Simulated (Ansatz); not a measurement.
# CaF₂: a jump of H

These are results of DFT PBE, scalar-relativistic, plane waves, PAW (Ansatz 0.2.0), not measurements. Run with 420 eV cutoff, 2×2×2 k-mesh, Gaussian smearing of 0.02 eV, no spin polarisation.

In a supercell of 24 host sites with charge -1, interstitial H hops to an equivalent place, moving 3.90 Å between the relaxed ends. Climbing-image nudged elastic band at fixed cell with images 0 (start) to 4 (end), the path measured over all atoms, converged to 0.05 eV/Å; the order of the saddle wasn't checked, and the small cell leaves errors of about a tenth of an eV. Zero-point motion and tunnelling, which matter for H, are left out.

Command:

```bash
ansatz run input.yaml --threads 4 --pin off --max-ram 10240MiB --backend cpu --events-out ev --progress --plain --runs-dir out
```

Input:

```yaml
crystal:
  lattice:
    - [-5.5117620975, 5.5117620975, 0.0]
    - [-5.5117620975, 0.0, 5.5117620975]
    - [0.0, 5.5117620975, 5.5117620975]
  atoms:
    - { symbol: Ca, position: [0.9920545823, 0.9920856392, 0.507918267] }
    - { symbol: Ca, position: [0.5081472205, 0.9919619311, 0.50804186] }
    - { symbol: Ca, position: [0.9918851912, 0.5082230622, 0.508088669] }
    - { symbol: Ca, position: [1.0000010034, 0.9999990208, -7.632e-07] }
    - { symbol: Ca, position: [0.4999989966, 0.5000009792, 0.5000007632] }
    - { symbol: Ca, position: [0.5081813694, 0.9919271104, -0.0082075489] }
    - { symbol: Ca, position: [0.9918490848, 0.5082583936, -0.00825464] }
    - { symbol: Ca, position: [0.50836409, 0.5083927062, -0.0083890916] }
    - { symbol: F, position: [0.6182342975, 0.6182887528, 0.1453964596] }
    - { symbol: F, position: [0.1264264194, 0.6209164757, 0.1263170333] }
    - { symbol: F, position: [0.6208690406, 0.1264622385, 0.1263231685] }
    - { symbol: F, position: [0.6182612208, 0.6183144969, 0.6180674062] }
    - { symbol: F, position: [0.1264440109, 0.1264739589, 0.1263449438] }
    - { symbol: F, position: [0.145216488, 0.6184037295, 0.6181696309] }
    - { symbol: F, position: [0.6183844595, 0.1451681054, 0.6182039411] }
    - { symbol: F, position: [0.126448721, 0.1264778637, 0.6207011713] }
    - { symbol: F, position: [0.8817540853, 0.8818071114, 0.354825617] }
    - { symbol: F, position: [0.3736231535, 0.8793049122, 0.3735251215] }
    - { symbol: F, position: [0.8792568855, 0.3736596547, 0.3735304867] }
    - { symbol: F, position: [0.8817788782, 0.8818328946, 0.881598735] }
    - { symbol: F, position: [0.3736513502, 0.3736814088, 0.3735422672] }
    - { symbol: F, position: [0.3546496799, 0.8819348193, 0.8816878864] }
    - { symbol: F, position: [0.8819173507, 0.3545967118, 0.881722517] }
    - { symbol: F, position: [0.3736553625, 0.3736860745, 0.8790895093] }
    - { symbol: H, position: [0.7497257949, 0.7495338342, 0.7504419336] }
total_charge: -1
basis:
  ecutwfc: 420
  xc_grid: 2
kpoints:
  mp_grid: { grid: [2, 2, 2], shift: [0.0, 0.0, 0.0] }
hamiltonian:
  xc: pbe
scf:
  occupations: { method: gaussian, width: 0.02 }
output:
  forces: true
neb:
  images: 3
  f_tol: 0.05
  max_iterations: 70
  order_check: false
  final_atoms:
    - { symbol: Ca, position: [1.0000010034, 0.9999990208, 0.4999992368] }
    - { symbol: Ca, position: [0.5081813694, 0.9919271104, 0.4917924511] }
    - { symbol: Ca, position: [0.9918490848, 0.5082583936, 0.49174536] }
    - { symbol: Ca, position: [0.9920545823, 0.9920856392, 0.007918267] }
    - { symbol: Ca, position: [0.50836409, 0.5083927062, 0.4916109084] }
    - { symbol: Ca, position: [0.5081472205, 0.9919619311, 0.00804186] }
    - { symbol: Ca, position: [0.9918851912, 0.5082230622, 0.008088669] }
    - { symbol: Ca, position: [0.4999989966, 0.5000009792, 7.632e-07] }
    - { symbol: F, position: [0.6182612208, 0.6183144969, 0.1180674062] }
    - { symbol: F, position: [0.145216488, 0.6184037295, 0.1181696309] }
    - { symbol: F, position: [0.6183844595, 0.1451681054, 0.1182039411] }
    - { symbol: F, position: [0.6182342975, 0.6182887528, 0.6453964596] }
    - { symbol: F, position: [0.126448721, 0.1264778637, 0.1207011713] }
    - { symbol: F, position: [0.1264264194, 0.6209164757, 0.6263170333] }
    - { symbol: F, position: [0.6208690406, 0.1264622385, 0.6263231685] }
    - { symbol: F, position: [0.1264440109, 0.1264739589, 0.6263449438] }
    - { symbol: F, position: [0.8817788782, 0.8818328946, 0.381598735] }
    - { symbol: F, position: [0.3546496799, 0.8819348193, 0.3816878864] }
    - { symbol: F, position: [0.8819173507, 0.3545967118, 0.381722517] }
    - { symbol: F, position: [0.8817540853, 0.8818071114, 0.854825617] }
    - { symbol: F, position: [0.3736553625, 0.3736860745, 0.3790895093] }
    - { symbol: F, position: [0.3736231535, 0.8793049122, 0.8735251215] }
    - { symbol: F, position: [0.8792568855, 0.3736596547, 0.8735304867] }
    - { symbol: F, position: [0.3736513502, 0.3736814088, 0.8735422672] }
    - { symbol: H, position: [0.7497257949, 0.7495338342, 0.2504419336] }
```

Course of the band:

```tsv
iteration	largest band force (eV/Å)	climbing image	energies over image 0 (eV)
1	5.701	none	0.000 1.657 5.208 1.659 0.000
2	3.850	none	0.000 0.846 3.065 0.849 0.000
3	1.518	none	0.000 0.642 1.991 0.644 0.000
4	0.340	2	0.000 0.640 1.713 0.642 0.000
5	0.075	2	0.000 0.647 1.672 0.648 0.000
6	0.057	2	0.000 0.648 1.669 0.649 0.000
7	0.021	2	0.000 0.647 1.668 0.648 0.000
```

Final band:

| image | path (Å) | E − E(0) (eV) | H x (Å) | H y (Å) | H z (Å) | force on H (eV/Å) |
| --- | --- | --- | --- | --- | --- | --- |
| 0 | 0.00 | 0.000 | -8.264 | 8.269 | 8.268 | 0.00 |
| 1 | 1.09 | 0.647 | -8.267 | 7.614 | 7.615 | 1.10 |
| 2 | 2.19 | 1.668 | -8.267 | 6.889 | 6.890 | 0.01 |
| 3 | 3.28 | 0.648 | -8.267 | 6.165 | 6.166 | 1.10 |
| 4 | 4.38 | 0.000 | -8.264 | 5.513 | 5.512 | 0.00 |

Barrier 1.67 eV. It took 2.6 min on 4 threads of AMD EPYC 7R43 64-Core Processor (Zen 3), with other jobs on the host, peak memory 1.8 GiB.